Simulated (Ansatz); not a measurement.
**Al3GaAs4: the band gap up the ladder of functionals**

The task here is to estimate one member of a computed series from the others.

The runs shown are made with Ansatz 0.2.0. PAW datasets, plane waves. (Calculated; spin-unpolarised; the phase may be known or hypothetical.)

### Starting point

The cell was relaxed beforehand with r2SCAN.

The symmetry is P-4m2 (No. 115, tetragonal); a = 4.016 Å, c = 11.333 Å in the conventional setting, 22.85 Å³ an atom. Around Al lie 4 As at 2.45–2.46 Å; around As lie 4 Al at 2.46 Å; around Al lie 4 As at 2.46 Å; around As lie 2 Al at 2.45 Å and 2 Ga at 2.46 Å; around Ga lie 4 As at 2.46 Å.

The structure in full:

```cif
data_structure
_symmetry_space_group_name_H-M 'P 1'
_symmetry_Int_Tables_number 1
_cell_length_a 4.0165
_cell_length_b 4.0165
_cell_length_c 11.3334
_cell_angle_alpha 90.000
_cell_angle_beta 90.000
_cell_angle_gamma 90.000
_cell_volume 182.83
loop_
_atom_site_label
_atom_site_type_symbol
_atom_site_fract_x
_atom_site_fract_y
_atom_site_fract_z
_atom_site_occupancy
Al1 Al 0.00000 0.00000 0.74975 1
As1 As 0.00000 0.50000 0.87484 1
Al2 Al 0.50000 0.50000 0.00000 1
As2 As 0.50000 0.00000 0.12516 1
Al3 Al 0.00000 0.00000 0.25025 1
As3 As 0.00000 0.50000 0.37482 1
Ga1 Ga 0.50000 0.50000 0.50000 1
As4 As 0.50000 0.00000 0.62518 1
```

Set-up of the first run:

File input.yaml:

```yaml
crystal:
  lattice:
    - [4.0164773361, 0.0, 0.0]
    - [0.0, 4.0164773361, 0.0]
    - [0.0, 0.0, 11.3333564873]
  atoms:
    - { symbol: Al, position: [0.0, 0.0, 0.7497481336] }
    - { symbol: As, position: [0.0, 0.5, 0.874844831] }
    - { symbol: Al, position: [0.5, 0.5, 0.0] }
    - { symbol: As, position: [0.5, 0.0, 0.125155169] }
    - { symbol: Al, position: [0.0, 0.0, 0.2502518664] }
    - { symbol: As, position: [0.0, 0.5, 0.3748169453] }
    - { symbol: Ga, position: [0.5, 0.5, 0.5] }
    - { symbol: As, position: [0.5, 0.0, 0.6251830547] }
kpoints:
  mp_grid: { grid: [6, 6, 2] }
  band_path:
    path:
      - [[0.0, 0.0, 0.0], [0.0, 0.5, 0.0], [0.5, 0.5, 3.889509231884e-34], [0.0, 0.0, 0.0], [5.210650214374e-52, 0.0, 0.5], [5.210650214374e-52, 0.5, 0.5], [0.5, 0.5, 0.5], [5.210650214374e-52, 0.0, 0.5]]
      - [[0.0, 0.5, 0.0], [5.210650214374e-52, 0.5, 0.5]]
      - [[0.5, 0.5, 3.889509231884e-34], [0.5, 0.5, 0.5]]
    npoints: 10
hamiltonian:
  xc: pbe
scf:
  occupations: { method: fermi_dirac, width: 0.02 }
  n_extra_bands: 6
output:
  forces: true
  stress: true
  eigenvalues: true
```

On the command line:

```console
$ ansatz run input.yaml --threads 4 --pin off --max-ram 6451MiB --backend cpu --events-out ev --progress --plain --runs-dir out
```

Steps of the session up to this table: PBE bands along the symmetry lines; r2SCAN; HSE06 at the same geometry; PBE+SOC at the same geometry; Single point with PBE0.

One of the session's tables, all rows but one given; the rest of the session is left out.

```
  level  gap (eV)
    PBE      1.44
 r2SCAN      1.80
  HSE06      2.07
PBE+SOC         ?
   PBE0      2.71
```

Estimate the missing values for PBE+SOC.

The run gave: gap (eV): 1.34. In the column «gap (eV)» it is the lowest.

Meshes: PBE 6×6×2, r2SCAN 6×6×2, HSE06 4×4×2, PBE+SOC 6×6×2, PBE0 4×4×2

PBE+SOC gives the least gap, 1.34 eV, and PBE0 the largest, 2.71 eV. PBE reaches 69 % of the HSE06 value, and r2SCAN 87 %. PBE0 lies 0.64 eV above HSE06, which differs from it by screening the long-range exchange.

Limits of these values: Warnings in the runs' records: stress exchange threshold loose, stress scf threshold loose.
